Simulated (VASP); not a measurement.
**Si in VASP: one cell, several levels of theory**

What does VASP give for Si, database structure, under -0.7 % strain along z alone, the cell held fixed? Runs: PBE, r2SCAN.

Program: VASP 6.6.1. PAW datasets, plane waves. (Simulation; spin polarisation is off.)

## (1) The system as given

The cell comes from an earlier relaxation with r2SCAN in another program, then strained, with the atoms relaxed again.

It is tetragonal, I4_1/amd (No. 141); a = 3.850 Å, c = 5.404 Å in the conventional setting, 20.02 Å³ an atom. Si has 4 Si at 2.35 Å.

As a file:

```xyz
2
Lattice="0.0000 2.7221 2.7022 2.7221 0.0000 2.7022 2.7221 2.7221 0.0000" Properties=species:S:1:pos:R:3 pbc="T T T"
Si    1.3611    1.3611    1.3511
Si    0.0000    0.0000    0.0000
```

## (2) PBE

INCAR

```
ENCUT = 520.000000
SIGMA = 0.020000
EDIFF = 1.00e-07
GGA = PE
PREC = Accurate
IBRION = -1
ISIF = 2
ISMEAR = -1
NBANDS = 11
NELM = 120
NSW = 0
LASPH = .TRUE.
LCHARG = .FALSE.
LWAVE = .FALSE.
LREAL = .FALSE.
```

KPOINTS

```
KPOINTS created by Atomic Simulation Environment
0
Gamma
8 8 8
0 0 0
```

KPOINTS_OPT

```
special points
7
Reciprocal
0.0000000000 0.0000000000 0.0000000000 1
0.5000000000 0.0000000000 0.5000000000 1
0.6250000000 0.2500000000 0.6250000000 1
0.3750000000 0.3750000000 0.7500000000 1
0.5000000000 0.5000000000 0.5000000000 1
0.5000000000 0.2500000000 0.7500000000 1
0.4192710000 0.4192710000 0.0000000000 1
```

POSCAR

```
Si
 1.0000000000000000
     0.0000000000000000    2.7221197381000000    2.7022482640000001
     2.7221197381000000    0.0000000000000000    2.7022482640000001
     2.7221197381000000    2.7221197381000000    0.0000000000000000
 Si
   2
Cartesian
  1.3610598690500000  1.3610598690500000  1.3511241320000000
  0.0000000000000000  0.0000000000000000  0.0000000000000000
```

The run uses the recommended PBE PAW datasets (8 valence electrons a neutral cell).

Run with:

```sh
$ mpirun -np 1 vasp_std
```

Printed to the terminal (iteration lines stand in OSZICAR):

```text
POSCAR found type information on POSCAR Si
 POSCAR found :  1 types and       2 ions
 LDA part: xc-table for (Slater+PW92), standard interpolation
 POSCAR, INCAR and KPOINTS ok, starting setup
 FFT: planning ... GRIDC
 FFT: planning ... GRID_SOFT
 FFT: planning ... GRID
 WAVECAR not read
 entering main loop
 Start KPOINTS_OPT (optional k-point list driver)
k-point batch [1-7\7]
```

OSZICAR:

```text
N       E                     dE             d eps       ncg     rms          rms(c)
DAV:   1     0.651705749328E+01    0.65171E+01   -0.31869E+03  1306   0.560E+02
DAV:   2    -0.104918631560E+02   -0.17009E+02   -0.16272E+02  1692   0.856E+01
DAV:   3    -0.110176954660E+02   -0.52583E+00   -0.52487E+00  1672   0.126E+01
DAV:   4    -0.110213730283E+02   -0.36776E-02   -0.36770E-02  1600   0.132E+00
DAV:   5    -0.110214071549E+02   -0.34127E-04   -0.34126E-04  1655   0.116E-01    0.488E+00
DAV:   6    -0.108962479263E+02    0.12516E+00   -0.71528E-02  1430   0.110E+00    0.298E+00
DAV:   7    -0.108391284125E+02    0.57120E-01   -0.13762E-01  1483   0.164E+00    0.184E-01
DAV:   8    -0.108403940275E+02   -0.12656E-02   -0.59901E-03  1496   0.418E-01    0.809E-02
DAV:   9    -0.108406002736E+02   -0.20625E-03   -0.19793E-04  1602   0.862E-02    0.597E-02
DAV:  10    -0.108406251542E+02   -0.24881E-04   -0.21269E-05  1543   0.267E-02    0.558E-03
DAV:  11    -0.108406257441E+02   -0.58993E-06   -0.21057E-06  1562   0.751E-03    0.324E-03
DAV:  12    -0.108406258689E+02   -0.12476E-06   -0.43726E-07  1472   0.415E-03    0.209E-03
DAV:  13    -0.108406259172E+02   -0.48285E-07   -0.44112E-09   915   0.453E-04
   1 F= -.10840626E+02 E0= -.10840626E+02  d E =-.524183E-08
       N       E                     dE             ncg
DAV:   1     0.991003086128E+03   -0.15720E+04      154
DAV:   2     0.881447698738E+03   -0.10956E+03      207
DAV:   3     0.878535242121E+03   -0.29125E+01      206
DAV:   4     0.878518842932E+03   -0.16399E-01      200
DAV:   5     0.878518696386E+03   -0.14655E-03      208
DAV:   6     0.878518694275E+03   -0.21107E-05      200
DAV:   7     0.878518694240E+03   -0.34605E-07      207
```

The lines after F= are the extra pass for the points of KPOINTS_OPT, at fixed density; their E is not a total energy.

OUTCAR, selected sections:

```text
k-points           NKPTS =     59   k-points in BZ     NKDIM =     59   number of bands    NBANDS=     11

   NELECT =       8.0000    total number of electrons

   dimension x,y,z NGX =    30 NGY =   30 NGZ =   30
   dimension x,y,z NGXF=    60 NGYF=   60 NGZF=   60

  energy-cutoff  :      520.00
  volume of cell :       40.05
      direct lattice vectors                 reciprocal lattice vectors
     0.000000000  2.722119738  2.702248264    -0.183680384  0.183680384  0.185031112
     2.722119738  0.000000000  2.702248264     0.183680384 -0.183680384  0.185031112
     2.722119738  2.722119738  0.000000000     0.183680384  0.183680384 -0.185031112

 k-points in reciprocal lattice and weights: KPOINTS created by Atomic Simulation Env
   0.00000000  0.00000000  0.00000000       0.002
   0.12500000  0.00000000  0.00000000       0.016
   0.25000000  0.00000000  0.00000000       0.016
   0.37500000  0.00000000  0.00000000       0.016
   0.50000000  0.00000000  0.00000000       0.008
   0.12500000  0.12500000  0.00000000       0.004
   0.25000000  0.12500000  0.00000000       0.016
   0.37500000  0.12500000  0.00000000       0.016
[... 51 more k-points ...]

 E-fermi :   6.1230

 k-point     1 :       0.0000    0.0000    0.0000
  band No.  band energies     occupation
      1      -6.1307      2.00000
      2       5.8090      2.00000
      3       5.8090      2.00000
      4       5.8602      2.00000
      5       8.3735      0.00000
      6       8.4002      0.00000
      7       8.4002      0.00000
      8       9.1976      0.00000
      9      13.4790      0.00000
     10      13.6110      0.00000
     11      13.7856      0.00000

 k-point     2 :       0.1250    0.0000    0.0000
  band No.  band energies     occupation
      1      -5.9265      2.00000
      2       4.2291      2.00000
      3       5.5174      2.00000
      4       5.5581      2.00000
      5       8.3294      0.00000
      6       8.8093      0.00000
      7       8.8220      0.00000
      8      10.5414      0.00000
      9      13.0122      0.00000
     10      13.1152      0.00000
     11      14.5722      0.00000

 k-point     3 :       0.2500    0.0000    0.0000
  band No.  band energies     occupation
      1      -5.3310      2.00000
      2       1.9022      2.00000
      3       5.0408      2.00000
      4       5.0944      2.00000
      5       7.8560      0.00000
      6       9.3227      0.00000
      7       9.3436      0.00000
      8      12.7461      0.00000
      9      13.0060      0.00000
     10      13.0378      0.00000
     11      14.8238      0.00000

 k-point     4 :       0.3750    0.0000    0.0000
  band No.  band energies     occupation
      1      -4.4374      2.00000
      2      -0.1171      2.00000
      3       4.7086      2.00000
      4       4.7734      2.00000
      5       7.4920      0.00000
      6       9.2520      0.00000
      7       9.3046      0.00000
      8      13.7108      0.00000
      9      14.3855      0.00000
     10      14.4272      0.00000
     11      15.5203      0.00000

 k-point     5 :       0.5000    0.0000    0.0000
  band No.  band energies     occupation
      1      -3.7996      2.00000
      2      -1.1392      2.00000
      3       4.5947      2.00000
      4       4.6639      2.00000
      5       7.3638      0.00000
      6       9.1379      0.00000
      7       9.1966      0.00000
      8      13.5557      0.00000
      9      16.3327      0.00000
     10      16.4147      0.00000
     11      17.0860      0.00000

 k-point     6 :       0.1250    0.1250    0.0000
  band No.  band energies     occupation
      1      -5.8554      2.00000
      2       4.5248      2.00000
      3       4.9997      2.00000
      4       4.9997      2.00000
      5       7.8124      0.00000
      6       9.5399      0.00000
      7       9.5399      0.00000
      8      10.2270      0.00000
      9      12.4175      0.00000
     10      13.7845      0.00000
     11      14.8879      0.00000

 k-point     7 :       0.2500    0.1250    0.0000
  band No.  band energies     occupation
      1      -5.3846      2.00000
      2       2.6080      2.00000
      3       4.4837      2.00000
      4       4.5982      2.00000
      5       7.9408      0.00000
      6       9.5443      0.00000
      7      10.2921      0.00000
      8      10.5977      0.00000
      9      13.3807      0.00000
     10      13.9807      0.00000
     11      15.8550      0.00000

 k-point     8 :       0.3750    0.1250    0.0000
  band No.  band energies     occupation
      1      -4.5683      2.00000
      2       0.5411      2.00000
      3       4.0230      2.00000
      4       4.2105      2.00000
      5       8.0422      0.00000
      6       9.5112      0.00000
      7      10.2665      0.00000
      8      11.2585      0.00000
      9      15.1614      0.00000
     10      15.1816      0.00000
     11      15.8206      0.00000

 k-point     9 :       0.5000    0.1250    0.0000
  band No.  band energies     occupation
      1      -3.7091      2.00000
      2      -0.9196      2.00000
      3       3.5833      2.00000
      4       4.2309      2.00000
      5       7.9836      0.00000
      6       9.3908      0.00000
      7       9.9002      0.00000
      8      13.1418      0.00000
      9      14.8234      0.00000
     10      16.3371      0.00000
     11      17.4143      0.00000

 k-point    10 :      -0.3750    0.1250    0.0000
  band No.  band energies     occupation
      1      -3.9610      2.00000
      2      -0.5400      2.00000
      3       3.4003      2.00000
      4       4.5258      2.00000
      5       8.1504      0.00000
      6       9.4915      0.00000
      7       9.6752      0.00000
      8      13.7626      0.00000
      9      13.9339      0.00000
     10      15.0310      0.00000
     11      16.9899      0.00000

 k-point    11 :      -0.2500    0.1250    0.0000
  band No.  band energies     occupation
      1      -4.8844      2.00000
      2       1.2126      2.00000
      3       3.5457      2.00000
      4       5.0196      2.00000
      5       8.5186      0.00000
      6       9.4994      0.00000
      7       9.7123      0.00000
      8      12.1461      0.00000
      9      12.2869      0.00000
     10      15.6905      0.00000
     11      15.8743      0.00000

 k-point    12 :      -0.1250    0.1250    0.0000
  band No.  band energies     occupation
      1      -5.5925      2.00000
      2       3.1468      2.00000
      3       4.2251      2.00000
      4       5.5068      2.00000
      5       8.8433      0.00000
      6       8.9585      0.00000
      7       9.2197      0.00000
      8      11.3943      0.00000
      9      12.1315      0.00000
     10      13.8221      0.00000
     11      15.6001      0.00000

 k-point    13 :       0.2500    0.2500    0.0000
  band No.  band energies     occupation
      1      -5.0398      2.00000
      2       2.3459      2.00000
      3       3.9099      2.00000
      4       3.9099      2.00000
      5       6.9185      0.00000
      6       8.9667      0.00000
      7      11.5904      0.00000
      8      11.5904      0.00000
      9      13.9409      0.00000
     10      14.6992      0.00000
     11      17.3083      0.00000

 k-point    14 :       0.3750    0.2500    0.0000
  band No.  band energies     occupation
      1      -4.3262      2.00000
      2       0.9068      2.00000
      3       3.1534      2.00000
      4       3.5881      2.00000
      5       7.1385      0.00000
      6       8.6983      0.00000
      7      11.8411      0.00000
      8      12.0821      0.00000
      9      15.7909      0.00000
     10      16.0507      0.00000
     11      17.5139      0.00000

 k-point    15 :       0.5000    0.2500    0.0000
  band No.  band energies     occupation
      1      -3.4004      2.00000
      2      -0.5476      2.00000
      3       2.3135      2.00000
      4       3.5878      2.00000
      5       7.3108      0.00000
      6      10.2174      0.00000
      7      11.5946      0.00000
      8      11.7238      0.00000
      9      16.0620      0.00000
     10      16.3770      0.00000
     11      18.0111      0.00000

 k-point    16 :      -0.3750    0.2500    0.0000
  band No.  band energies     occupation
      1      -3.2106      2.00000
      2      -0.7956      2.00000
      3       1.8627      2.00000
      4       3.9037      2.00000
      5       7.6291      0.00000
      6      11.2934      0.00000
      7      11.3129      0.00000
      8      12.7202      0.00000
      9      13.8079      0.00000
     10      13.8640      0.00000
     11      18.4748      0.00000

[... the tables of k-points 17 to 59 left out ...]

  Total        0.4248651      0.4248651      0.5996594      0.0000000      0.0000000     -0.0000000
  in kB       16.9977704     16.9977704     23.9908430      0.0000000      0.0000000     -0.0000000
  external PRESSURE =      19.3287946 kB  Pullay stress =       0.0000000 kB

 POSITION                                       TOTAL-FORCE (eV/Angst)
 -----------------------------------------------------------------------------------
      1.36106      1.36106      1.35112         0.000000      0.000000      0.000000
      0.00000      0.00000      0.00000        -0.000000     -0.000000      0.000000
 -----------------------------------------------------------------------------------
    total drift:                               -0.000000     -0.000000     -0.000000

  FREE ENERGIE OF THE ION-ELECTRON SYSTEM (eV)
  ---------------------------------------------------
  free  energy   TOTEN  =       -10.8406259172 eV

  energy  without entropy=      -10.8406259119  energy(sigma->0) =      -10.84062591
```

Wall time 36 s (1 MPI rank of Intel Xeon Platinum 8488C, shared host); peak memory 0.18 GiB.

The levels at the points of KPOINTS_OPT are read from vasprun.xml.

Levels at the named points, in eV from the top of band v (v: the last filled band by count, c: the next):

```
point    v−1      v     c   c+1
    Γ  -0.05   0.00  2.51  2.54
    X  -2.86  -2.86  0.70  0.70
    U  -4.33  -2.44  1.19  4.13
    K  -4.33  -2.49  1.13  4.03
    L  -1.27  -1.20  1.50  3.28
    W  -3.88  -3.88  4.20  4.20
```

PBE gives an indirect gap of 0.49 eV, from Γ to (0.42, 0.42, 0.00); the least direct gap is 2.51 eV. Pressure: 1.93 GPa; the forces vanish within 0.01 eV/Å.

[end of part 1 of 2]
